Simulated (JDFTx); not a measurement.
# Si (Fd-3m) in JDFTx: convergence with cutoff

Aim: find how far cutoff must go before the results for Si settle, at PBEsol. This setting moves, with any that are tied to it; all else stays.

All numbers are computed with JDFTx 1.7.0 (patched build); they aren't measurements. Logs are shortened: lines on timing, memory, paths and dates and some standing lists are left out, and cuts for length are marked. The log counts tension as positive stress, the text compression.

**1. Starting point**

The structure is cubic, space group Fd-3m (No. 227). Conventional cell: a = 5.444 Å, b = 5.444 Å, c = 5.444 Å, α = 90.00°, β = 90.00°, γ = 90.00°. Si (site symmetry -43m) has 4 Si at 2.36 Å as nearest neighbours.

**2. With cutoff 190.48 eV**

Si.in

```
lattice \
    0.0000000000     5.1435532945     5.1435532945 \
    5.1435532945     0.0000000000     5.1435532945 \
    5.1435532945     5.1435532945     0.0000000000
coords-type Cartesian
ion Si     5.1435532945     5.1435532945     5.1435532945 1
ion Si     7.7153299417     7.7153299417     7.7153299417 1

ion-species pseudo/Si.upf
elec-cutoff 7 56
elec-ex-corr gga-PBEsol
kpoint-folding 8 8 8
elec-smearing Fermi 0.0018374661
elec-n-bands 9
electronic-SCF nIterations 100 energyDiffThreshold 1e-09
electronic-minimize nIterations 30 energyDiffThreshold 1e-7
converge-empty-states yes
forces-output-coords Cartesian

dump-name run.$VAR
dump End Ecomponents EigStats BandEigs Kpoints Forces Stress
```

Potentials or basis: PseudoDojo-SR-PBEsol-0.4.1-standard.

Run with:

```sh
$ jdftx -c 1 -i Si.in -o Si.out
```

Wall time 3.9 s (1 thread of Intel Xeon Platinum 8259CL at 2.50GHz (Skylake/Cascade Lake), shared host); peak memory 0.04 GiB.

Results:

```yaml
Free_energy: -215.5985 eV
Pressure: -3.9 GPa
Band_gap_on_the_k_mesh: 0.56 eV, indirect (least direct gap 2.52 eV)
```

**3. With cutoff 244.902 eV**

Changes to Si.in since step 2:

```diff
@@ -9,3 +9,3 @@
 ion-species pseudo/Si.upf
-elec-cutoff 7 56
+elec-cutoff 9 72
 elec-ex-corr gga-PBEsol
```

Potentials or basis: PseudoDojo-SR-PBEsol-0.4.1-standard.

Run with:

```sh
$ jdftx -c 1 -i Si.in -o Si.out
```

Wall time 4.8 s (1 thread of Intel Xeon Platinum 8259CL at 2.50GHz (Skylake/Cascade Lake), shared host); peak memory 0.04 GiB.

What came out:

```
Free energy            : -215.7811 eV
Pressure               : -1.5 GPa
Band gap on the k mesh : 0.53 eV, indirect (least direct gap 2.51 eV)
```

**4. With cutoff 299.325 eV**

Changes to Si.in since step 3:

```diff
@@ -9,3 +9,3 @@
 ion-species pseudo/Si.upf
-elec-cutoff 9 72
+elec-cutoff 11 88
 elec-ex-corr gga-PBEsol
```

Run with:

```sh
$ jdftx -c 1 -i Si.in -o Si.out
```

It took 8.9 s on 1 thread of Intel Xeon Platinum 8259CL at 2.50GHz (Skylake/Cascade Lake), shared host; peak memory 0.04 GiB.

What came out:

```yaml
Free_energy: -215.8226 eV
Pressure: -0.8 GPa
Band_gap_on_the_k_mesh: 0.52 eV, indirect (least direct gap 2.51 eV)
```

**5. With cutoff 353.748 eV**

Changes to Si.in since step 4:

```diff
@@ -9,3 +9,3 @@
 ion-species pseudo/Si.upf
-elec-cutoff 11 88
+elec-cutoff 13 104
 elec-ex-corr gga-PBEsol
```

Run with:

```sh
$ jdftx -c 1 -i Si.in -o Si.out
```

Run time: 10 s. Hardware: 1 thread of Intel Xeon Platinum 8259CL at 2.50GHz (Skylake/Cascade Lake), shared host; peak memory 0.05 GiB.

What came out:

| Property | Result |
| --- | --- |
| Free energy | -215.8300 eV |
| Pressure | -0.7 GPa |
| Band gap on the k mesh | 0.52 eV, indirect (least direct gap 2.51 eV) |

**6. With cutoff 380.959 eV**

Changes to Si.in since step 5:

```diff
@@ -9,3 +9,3 @@
 ion-species pseudo/Si.upf
-elec-cutoff 13 104
+elec-cutoff 14 112
 elec-ex-corr gga-PBEsol
```

Potentials or basis: PseudoDojo-SR-PBEsol-0.4.1-standard.

Run with:

```sh
$ jdftx -c 1 -i Si.in -o Si.out
```

Wall time 14 s (1 thread of Intel Xeon Platinum 8259CL at 2.50GHz (Skylake/Cascade Lake), shared host); peak memory 0.05 GiB.

Results:

| Property | Result |
| --- | --- |
| Free energy | -215.8316 eV |
| Pressure | -0.7 GPa |
| Band gap on the k mesh | 0.52 eV, indirect (least direct gap 2.51 eV) |

**7. With cutoff 435.382 eV**

Changes to Si.in since step 6:

```diff
@@ -9,3 +9,3 @@
 ion-species pseudo/Si.upf
-elec-cutoff 14 112
+elec-cutoff 16 128
 elec-ex-corr gga-PBEsol
```

Run with:

```sh
$ jdftx -c 1 -i Si.in -o Si.out
```

Run time: 15 s. Hardware: 1 thread of Intel Xeon Platinum 8259CL at 2.50GHz (Skylake/Cascade Lake), shared host; peak memory 0.06 GiB.

Results (log left out):

```
Free energy            : -215.8344 eV
Pressure               : -0.7 GPa
Band gap on the k mesh : 0.52 eV, indirect (least direct gap 2.51 eV)
```

**8. With cutoff 489.805 eV**

Changes to Si.in since step 7:

```diff
@@ -9,3 +9,3 @@
 ion-species pseudo/Si.upf
-elec-cutoff 16 128
+elec-cutoff 18 144
 elec-ex-corr gga-PBEsol
```

Run with:

```sh
$ jdftx -c 1 -i Si.in -o Si.out
```

Run time: 16 s. Hardware: 1 thread of Intel Xeon Platinum 8259CL at 2.50GHz (Skylake/Cascade Lake), shared host; peak memory 0.06 GiB.

It converged, with:

| Property | Result |
| --- | --- |
| Free energy | -215.8356 eV |
| Pressure | -0.6 GPa |
| Band gap on the k mesh | 0.52 eV, indirect (least direct gap 2.51 eV) |

**9. With cutoff 571.439 eV**

Changes to Si.in since step 8:

```diff
@@ -9,3 +9,3 @@
 ion-species pseudo/Si.upf
-elec-cutoff 18 144
+elec-cutoff 21 168
 elec-ex-corr gga-PBEsol
```

Potentials or basis: PseudoDojo-SR-PBEsol-0.4.1-standard.

Run with:

```sh
$ jdftx -c 1 -i Si.in -o Si.out
```

Run time: 18 s. Hardware: 1 thread of Intel Xeon Platinum 8259CL at 2.50GHz (Skylake/Cascade Lake), shared host; peak memory 0.08 GiB.

The run converged. Its results:

```yaml
Free_energy: -215.8360 eV
Pressure: -0.6 GPa
Band_gap_on_the_k_mesh: 0.52 eV, indirect (least direct gap 2.51 eV)
```

**10. With cutoff 653.073 eV**

Changes to Si.in since step 9:

```diff
@@ -9,3 +9,3 @@
 ion-species pseudo/Si.upf
-elec-cutoff 21 168
+elec-cutoff 24 192
 elec-ex-corr gga-PBEsol
```

Potentials or basis: PseudoDojo-SR-PBEsol-0.4.1-standard.

Run with:

```sh
$ jdftx -c 1 -i Si.in -o Si.out
```

Output:

```text
*************** JDFTx 1.7.0 (patched build) ***************

Input parsed successfully to the following command list (including defaults):
[... the input with its defaults ...]

---------- Setting up symmetries ----------

Found 48 point-group symmetries of the bravais lattice
Found 48 space-group symmetries with basis
Applied RMS atom displacement 4.33013e-11 bohrs to make symmetries exact.

---------- Initializing the Grid ----------
R =
[            0      5.14355      5.14355  ]
[      5.14355            0      5.14355  ]
[      5.14355      5.14355            0  ]
unit cell volume = 272.157
G =
[  -0.610783   0.610783   0.610783  ]
[   0.610783  -0.610783   0.610783  ]
[   0.610783   0.610783  -0.610783  ]
Minimum fftbox size, Smin = [  48  48  48  ]
Chosen fftbox size, S = [  48  48  48  ]

---------- Initializing tighter grid for wavefunction operations ----------
R =
[            0      5.14355      5.14355  ]
[      5.14355            0      5.14355  ]
[      5.14355      5.14355            0  ]
unit cell volume = 272.157
G =
[  -0.610783   0.610783   0.610783  ]
[   0.610783  -0.610783   0.610783  ]
[   0.610783   0.610783  -0.610783  ]
Minimum fftbox size, Smin = [  36  36  36  ]
Chosen fftbox size, S = [  36  36  36  ]

---------- Exchange Correlation functional ----------
Initalized PBEsol GGA exchange.
Initalized PBEsol GGA correlation.

---------- Setting up pseudopotentials ----------
Width of ionic core gaussian charges (only for fluid interactions / plotting) set to 0

Reading pseudopotential file 'pseudo/Si.upf':
  'Si' pseudopotential, 'PBESOL' functional
  Generated using ONCVPSP code by D. R. Hamann
  4 valence electrons, 2 orbitals, 6 projectors, 1001 radial grid points, with lMax = 2
    3S    l: 0   occupation:  2.0   eigenvalue: -0.395742
    3P    l: 1   occupation:  2.0   eigenvalue: -0.149099
  Core radius for overlap checks: 1.86 bohrs.

Initialized 1 species with 2 total atoms.

Folded 1 k-points by 8x8x8 to 512 k-points.

---------- Setting up k-points, bands, fillings ----------
Reduced to 29 k-points under symmetry.
Computing the number of bands and number of electrons
Calculating initial fillings.
nElectrons:   8.000000   nBands: 9   nStates: 29

----- Setting up reduced wavefunction bases (one per k-point) -----
average nbasis = 1527.826 , ideal nbasis = 1528.377

---------- Setting up ewald sum ----------
Optimum gaussian width for ewald sums = 2.336113 bohr.
Real space sum over 1331 unit cells with max indices [  5  5  5  ]
Reciprocal space sum over 2197 terms with max indices [  6  6  6  ]

---------- Allocating electronic variables ----------
Initializing wave functions:  linear combination of atomic orbitals
Note: number of bands (9) exceeds available atomic orbitals (8)
Si pseudo-atom occupations:   s ( 2 )  p ( 2 )
	FillingsUpdate:  mu: +0.264439913  nElectrons: 8.000000
LCAOMinimize: Iter:   0  F: -7.8700704785631972  |grad|_K:  8.306e-05  alpha:  1.000e+00
	FillingsUpdate:  mu: +0.264308959  nElectrons: 8.000000
LCAOMinimize: Iter:   1  F: -7.8700781229815808  |grad|_K:  1.816e-06  alpha:  9.433e-01  linmin:  3.613e-02  cgtest: -6.822e-02
	FillingsUpdate:  mu: +0.264309957  nElectrons: 8.000000
LCAOMinimize: Iter:   2  F: -7.8700781267888811  |grad|_K:  1.249e-07  alpha:  9.885e-01  linmin:  2.982e-04  cgtest:  8.936e-02
LCAOMinimize: Encountered beta<0, resetting CG.
	FillingsUpdate:  mu: +0.264310154  nElectrons: 8.000000
LCAOMinimize: Iter:   3  F: -7.8700781268061029  |grad|_K:  2.570e-09  alpha:  9.408e-01  linmin: -3.885e-03  cgtest:  7.124e-03
LCAOMinimize: Converged (|Delta F|<1.000000e-06 for 2 iters).

-------- Electronic minimization -----------
Will mix electronic density at each iteration.
	FillingsUpdate:  mu: +0.264310154  nElectrons: 8.000000
	FillingsUpdate:  mu: +0.224882058  nElectrons: 8.000000
SCF: Cycle:  0   F: -7.929635783377175   dF: -5.956e-02   |Residual|: 6.286e-02   |deigs|: 1.248e-01
	FillingsUpdate:  mu: +0.227338994  nElectrons: 8.000000
SCF: Cycle:  1   F: -7.931319388606188   dF: -1.684e-03   |Residual|: 3.684e-02   |deigs|: 1.130e-02
	FillingsUpdate:  mu: +0.233274719  nElectrons: 8.000000
SCF: Cycle:  2   F: -7.931818884507765   dF: -4.995e-04   |Residual|: 6.597e-03   |deigs|: 6.923e-03
	FillingsUpdate:  mu: +0.232455992  nElectrons: 8.000000
SCF: Cycle:  3   F: -7.931825199100649   dF: -6.315e-06   |Residual|: 2.947e-03   |deigs|: 2.107e-03
	FillingsUpdate:  mu: +0.233112367  nElectrons: 8.000000
SCF: Cycle:  4   F: -7.931829812040589   dF: -4.613e-06   |Residual|: 2.573e-04   |deigs|: 6.814e-04
	FillingsUpdate:  mu: +0.233179903  nElectrons: 8.000000
SCF: Cycle:  5   F: -7.931830086361000   dF: -2.743e-07   |Residual|: 1.684e-04   |deigs|: 2.505e-04
	FillingsUpdate:  mu: +0.233158771  nElectrons: 8.000000
SCF: Cycle:  6   F: -7.931830196897954   dF: -1.105e-07   |Residual|: 1.580e-05   |deigs|: 2.145e-04
	FillingsUpdate:  mu: +0.233161875  nElectrons: 8.000000
SCF: Cycle:  7   F: -7.931830225052310   dF: -2.815e-08   |Residual|: 1.543e-05   |deigs|: 3.640e-04
	FillingsUpdate:  mu: +0.233159040  nElectrons: 8.000000
SCF: Cycle:  8   F: -7.931830237430337   dF: -1.238e-08   |Residual|: 5.344e-06   |deigs|: 2.276e-04
	FillingsUpdate:  mu: +0.233159982  nElectrons: 8.000000
SCF: Cycle:  9   F: -7.931830240176628   dF: -2.746e-09   |Residual|: 9.116e-07   |deigs|: 1.820e-04
	FillingsUpdate:  mu: +0.233160079  nElectrons: 8.000000
SCF: Cycle: 10   F: -7.931830241765116   dF: -1.588e-09   |Residual|: 9.167e-07   |deigs|: 1.970e-04
	FillingsUpdate:  mu: +0.233160027  nElectrons: 8.000000
SCF: Cycle: 11   F: -7.931830242048102   dF: -2.830e-10   |Residual|: 7.957e-07   |deigs|: 1.338e-04
	FillingsUpdate:  mu: +0.233160009  nElectrons: 8.000000
SCF: Cycle: 12   F: -7.931830242227337   dF: -1.792e-10   |Residual|: 4.868e-07   |deigs|: 2.616e-04
SCF: Converged (|Delta E|<1.000000e-09 for 2 iters).

Setting wave functions to eigenvectors of Hamiltonian
Converging empty states (this may take a while):
EmptyStates: None of the convergence criteria satisfied.
|deigs|: 1.650e-03

# Stress tensor in Cartesian coordinates [Eh/a0^3]:
[   2.1334e-05            0            0  ]
[            0   2.1334e-05            0  ]
[            0            0   2.1334e-05  ]

# Ionic positions in cartesian coordinates:
ion Si   5.143553294475001   5.143553294475001   5.143553294475001 1
ion Si   7.715329941725001   7.715329941725002   7.715329941725002 1

# Forces in Cartesian coordinates:
force Si  -0.000000000000000   0.000000000000000   0.000000000000000 1
force Si   0.000000000000000   0.000000000000000  -0.000000000000000 1

# Energy components:
   Eewald =       -8.3783295099159947
       EH =        0.5409315421693631
     Eloc =       -1.8458246173595152
      Enl =        1.2387584158696385
      Exc =       -3.0703826264617256
 Exc_core =        0.5310497922489734
       KE =        3.0519691747918842
-------------------------------------
     Etot =       -7.9318278286573776
       TS =        0.0000024135699590
-------------------------------------
        F =       -7.9318302422273366

IonicMinimize: Iter:   0  F: -7.931830242227337  |grad|_K:  4.934e-36
IonicMinimize: Converged (|grad|_K<1.000000e-04).

#--- Lowdin population analysis ---
# oxidation-state Si +0.034 +0.034

Dumping 'run.eigStats' ...
	eMin: -0.214448 at state 0 ( [ +0.000000 +0.000000 +0.000000 ] spin 0 )
	HOMO: +0.224413 at state 0 ( [ +0.000000 +0.000000 +0.000000 ] spin 0 )
	mu  : +0.233160
	LUMO: +0.243447 at state 17 ( [ +0.000000 +0.375000 +0.375000 ] spin 0 )
	eMax: +0.625714 at state 20 ( [ +0.000000 +0.500000 +0.500000 ] spin 0 )
	HOMO-LUMO gap: +0.019034
	Optical gap  : +0.092246 at state 0 ( [ +0.000000 +0.000000 +0.000000 ] spin 0 )
WARNING: the last solve of the electrons (or of bands or displaced states from it) ended unconverged.
Done!
```

Run time: 29 s. Hardware: 1 thread of Intel Xeon Platinum 8259CL at 2.50GHz (Skylake/Cascade Lake), shared host; peak memory 0.08 GiB.

What came out:

```yaml
Free_energy: -215.8361 eV
Pressure: -0.6 GPa
Band_gap_on_the_k_mesh: 0.52 eV, indirect (least direct gap 2.51 eV)
```

**11. The series at a glance**

```tsv
cutoff	energy less the tightest run, at zero smearing (meV/atom)	pressure (GPa)	gap on the mesh (eV)	SCF cycles	CPU time (s)	peak memory (GiB)
190.48 eV	118.82	-3.89	0.557	10	3.9	0.04
244.902 eV	27.51	-1.50	0.529	11	4.8	0.04
299.325 eV	6.74	-0.78	0.521	12	8.9	0.04
353.748 eV	3.06	-0.66	0.519	12	10	0.05
380.959 eV	2.23	-0.67	0.519	13	14	0.05
435.382 eV	0.85	-0.66	0.518	13	15	0.06
489.805 eV	0.27	-0.64	0.518	13	16	0.06
571.439 eV	0.03	-0.63	0.518	13	18	0.08
653.073 eV	0.00	-0.63	0.518	13	29	0.08
```

Against the tightest run, the energy stays within 1 meV/atom from 435.382 eV on; the pressure stays within 0.1 GPa from 353.748 eV on; the gap on the mesh stays within 0.01 eV from 299.325 eV on. The tightest run that finished is the yardstick and may itself not be fully converged.

Caveats: the empty levels aren't tightly converged.
